**Why the gap of layered SnO opens more at M than at Γ**

One-shot G0W0 opens the direct gap of this SnO crystal by 0.40 eV at Γ but by 0.69 eV at M. The correction is the small remainder of two large terms of opposite sign, and that remainder seems to depend on where a state keeps its charge as well as on its energy. Near Γ the two go together, so a simple rule in the energy works there. At M they part, and the rule fails.

One-shot G0W0 on PBE for SnO (4-atom cell built as wurtzite, P6_3mc, relaxed with r2SCAN), run in Ansatz 0.2.0 with PAW and no spin polarisation. The runs use a 420 eV plane-wave cutoff, a 6×6×2 k mesh, 141 empty bands and an 80 eV screening cutoff with contour deformation. Kohn–Sham and quasiparticle levels are each counted from their own valence top.

```tsv
band	b (fraction of the reciprocal vector)	c (fraction of the reciprocal vector)	kohn sham level (eV)	quasiparticle level (eV)	exchange less vxc (eV)	correlation (eV)
v2	0	0	-2.139	-2.109	-4.967	4.677
v1	0	0	-1.014	-0.851	-3.897	3.739
c1	0	0	1.421	1.987	3.333	-3.087
c2	0	0	2.714	3.480	4.475	-4.029
v2	0	-0.5	-1.622	-1.552	-4.417	4.167
v1	0	-0.5	-1.622	-1.552	-4.417	4.167
c1	0	-0.5	2.084	2.770	3.862	-3.496
c2	0	-0.5	2.084	2.770	3.862	-3.496
v2	0.1667	0	-1.758	-1.734	-4.498	4.200
v1	0.1667	0	-0.639	-0.460	-3.924	3.782
c1	0.1667	0	2.382	3.088	3.796	-3.410
c2	0.1667	0	3.681	4.560	4.727	-4.169
v2	0.1667	-0.5	-1.208	-1.122	-4.194	3.960
v1	0.1667	-0.5	-1.208	-1.122	-4.194	3.960
c1	0.1667	-0.5	3.003	3.799	4.171	-3.695
c2	0.1667	-0.5	3.003	3.799	4.171	-3.695
v2	0.3333	0	-1.175	-1.183	-3.546	3.217
v1	0.3333	0	-0.345	-0.214	-3.265	3.076
c1	0.3333	0	2.733	3.457	4.096	-3.693
c2	0.3333	0	2.928	3.661	4.065	-3.653
v2	-0.5	0	-0.770	-0.848	-2.445	2.046
v1	-0.5	0	-0.238	-0.217	-2.313	2.014
c1	-0.5	0	1.439	2.150	2.902	-2.511
c2	-0.5	0	1.600	2.367	3.093	-2.647
```

In the table v1 is the highest filled band and v2 the one below it, while c1 is the lowest empty band and c2 the one above it. The columns b and c place a state in reciprocal space: b runs within the layers and c across them. Γ has b = c = 0, and M has b = −0.5 with c = 0. The valence top, from which each set of levels is counted, lies at K, another point on the edge of the zone. Band edges were sought only among the points of the k mesh, so a slightly higher or lower edge between them would be missed.

Although the cell was built as wurtzite, it relaxed into buckled layers in which each atom has three near neighbours. It is a constructed crystal, different from the litharge form in which SnO is normally found, and it was relaxed only within its symmetry, so it need not be stable. Two such layers fit into one cell, and this matters for what follows.

**Two large terms, one small remainder**

PBE gives every electron the same local exchange–correlation potential, vxc, which is set by the density and the way it varies around each point. G0W0 first replaces it by exact exchange, which depends on the state. A filled state gains binding, because exact exchange removes the electron's repulsion with itself, which PBE removes only in part. An empty state loses binding, because the local potential had treated it much like a filled one. The column "exchange less vxc" is this first step, and it pushes filled and empty levels apart.

The second step is correlation. When an electron is removed or added, the other electrons rearrange around the new charge and lower the energy. That raises the filled levels and lowers the empty ones. In every row it takes back more than four fifths of the first step, so modest changes in either term show up strongly in what is left.

For v1 at Γ the sum is −3.897 + 3.739 = −0.158 eV, so the level falls. Yet its tabulated level rises, from −1.014 to −0.851 eV. Both statements are true, because the valence top at K falls further, by 0.32 eV, and takes the zero with it. The shifts discussed below are therefore the sums of the two terms, free of this moving zero.

**Why the shift grows with energy near Γ**

Each layer contributes a state to v1 and v2, and the two combine in phase or out of phase. At Γ the combinations are split by the coupling between the layers. At c = −0.5 symmetry makes them equal in energy, which is why the table has identical pairs there. The average of v1 and v2 at Γ lies within 0.05 eV of that common level, as it should for such a pair.

The lower partner, v2, is expected to be the combination that bonds the layers, with more of its charge in the thin region between them. A local potential fades where the density is thin. Exact exchange acts between whole orbitals and need not fade as fast. The calculation agrees with this picture, though it does not map the charge itself: from v1 to v2 the PBE potential weakens by 1.86 eV, exact exchange by only 0.79 eV.

The replacement therefore pushes v2 down more than v1, by 1.07 eV. Correlation returns 0.94 eV of this, and the splitting of the pair grows by the remaining 0.13 eV, or 12 % of its PBE value. The picture accounts for the first step only; that correlation leaves part of it standing is a result of the calculation. The empty pair at Γ widens by 15 %. There too the upper partner sits in the deeper local potential and has more to lose when that potential is replaced. That accounts for less than half of the difference in the first step, however: exact exchange also binds the upper partner more weakly than the lower one.

The amount of widening is tied to the distance between the layers. The cell was relaxed with r2SCAN alone, without an added dispersion term, so that distance is less secure than the bonds within a layer. The pattern does carry over to the next point of the mesh. At b = 0.1667 and c = 0 the lower filled partner again falls more than the upper one, and the upper empty partner again rises more than the lower.

**A straight line and where it breaks**

This behaviour suggests a stretch: shift = A + B × E, where E is the Kohn–Sham level and filled and empty states have their own A and B. The line was fitted to the sixteen states with b = 0 or 0.1667, where the levels at both values of c confirm the layer pairs. The slopes are about 0.11 for filled and 0.13 for empty states, in eV of shift per eV of level. On these states the typical miss is 0.02 eV, against 0.07 eV for a rigid shift with one constant for filled and one for empty states.

The smallest gap, from K to Γ, makes a fair trial. For c1 at Γ, which was part of the fit, the line gives 0.073 + 0.134 × 1.421 = 0.26 eV. For the valence top at K, which was not, E is zero and the line gives −0.08 eV.

The predicted opening is thus 0.26 + 0.08 = 0.34 eV, whereas the calculation gives 0.57 eV. The error comes from K, where the valence top falls four times as far as the line allows. The line treats a state at the top of the filled bands as one that hardly moves, and at the edge of the zone that is wrong. Its slope for filled states comes mostly from the splitting of the layer pairs and says little about changes along b. At c = −0.5, where the pairs are not split, the filled level rises by 0.41 eV from b = 0 to 0.1667, yet its shift changes by only 0.02 eV.

**What differs at M**

M shows the same failure for empty states, in an unusually clean comparison. In PBE, c1 at M lies only 0.018 eV above c1 at Γ, so any smooth rule based on energy alone must shift the two almost equally. G0W0 separates them by 0.163 eV. Energy alone therefore does not decide the correction.

The two terms show how this comes about. From Γ to M, exchange less vxc for c1 shrinks by 0.43 eV, but the correlation that opposes it shrinks by 0.58 eV. A smaller share of the upward push is cancelled, and the shift of c1 is about 0.15 eV larger at M.

The filled side mirrors this. For v1 the two terms shrink by 1.58 and 1.73 eV, so the state ends 0.14 eV lower at M than it would with the shift found at Γ. Together the two bands add about 0.29 eV to the opening of the direct gap, which is the difference between the two values at the start.

Why correlation should weaken more than exchange is less certain. A compact charge polarises its surroundings more strongly than a spread-out one, so a change in the make-up of the orbitals would alter the balance. The path of c1 hints at such a change: it climbs to 2.733 eV at b = 0.3333 and then drops to 1.439 eV at M. My guess is that the shares of tin and oxygen in the states differ between Γ and M, which a projection of the orbitals onto the atoms would test.

At b = 0.3333 the empty states still lie within about 0.05 eV of the line, while the filled ones already fall 0.07 to 0.12 eV further than it predicts. The filled bands thus stray further from the rule there than the empty ones do.

**What this means for correcting a PBE band structure**

A stretch calibrated near Γ is the better tool near Γ and the worse one at the other points tested. Over the states at b = 0.3333 and M its typical miss is 0.14 eV, about twice that of the rigid shift. The safer course for this crystal is to compute the correction at each band edge that matters, here K, Γ and M. The printed analysis below has the misses state by state.

The order of the empty valleys at Γ and M needs more care than the gap itself. The run uses finite bands, screening cutoff and k mesh and is short of the basis limit, but how far short was not measured for this crystal. In the data makers' tests on other systems, gaps from such settings fell short by 6 to 9 % in the median. If the shortfall here were similar, it would be comparable with the separation of Γ and M, and it need not be the same for both valleys. Spin–orbit coupling, which is left out, could also change so small a difference. The calculation places the lowest empty state at Γ, but it would take a converged run with spin–orbit coupling to settle that order.

Output of the analysis:

```
fit of net on 16 rows (inner): coefficient of fil -0.08004 +/- 0.022, coefficient of emp 0.07329 +/- 0.027, coefficient of fil*ks 0.1084 +/- 0.015, coefficient of emp*ks 0.1342 +/- 0.01; rms 0.0164, worst v1 -0.032, leave-one-out rms 0.0232
  rows outside the fit (model, value, miss): v2 -0.2075, -0.329, 0.122; v1 -0.1175, -0.189, 0.0715; c1 0.44, 0.403, 0.037; c2 0.4662, 0.412, 0.0542; v2 -0.1635, -0.399, 0.235; v1 -0.1059, -0.299, 0.193; c1 0.2664, 0.391, -0.125; c2 0.288, 0.446, -0.158
absolute shift of the valence top at K (eV): -0.3204
absolute shift of v1 at Gamma (eV): -0.158
absolute shift of v1 at M (eV): -0.299
absolute shift of c1 at Gamma (eV): 0.246
absolute shift of c1 at M (eV): 0.391
c1 at M above c1 at Gamma, Kohn-Sham (eV): 0.018
c1 at M above c1 at Gamma, quasiparticle (eV): 0.163
opening of the indirect gap K to Gamma (eV): 0.566
opening of the direct gap at Gamma (eV): 0.403
opening of the direct gap at M (eV): 0.69
v1, loss in size of exchange less vxc from Gamma to M (eV): 1.584
v1, loss in size of correlation from Gamma to M (eV): 1.725
c1, loss in size of exchange less vxc from Gamma to M (eV): 0.431
c1, loss in size of correlation from Gamma to M (eV): 0.576
widening of the filled pair splitting at Gamma (percent): 11.82
widening of the empty pair splitting at Gamma (percent): 15.47
filled pair at Gamma, widening by exchange less vxc (eV): 1.07
filled pair at Gamma, part taken back by correlation (eV): 0.938
filled pair at Gamma, vxc weaker in v2 than in v1 by (eV): 1.861
filled pair at Gamma, exact exchange weaker in v2 than in v1 by (eV): 0.7909
rigid scissors, rms miss at b of 0 and 1/6 (eV): 0.07289
rigid scissors, rms miss at b of 1/3 and M (eV): 0.07527
stretch, rms miss at b of 1/3 and M (eV): 0.1403
```
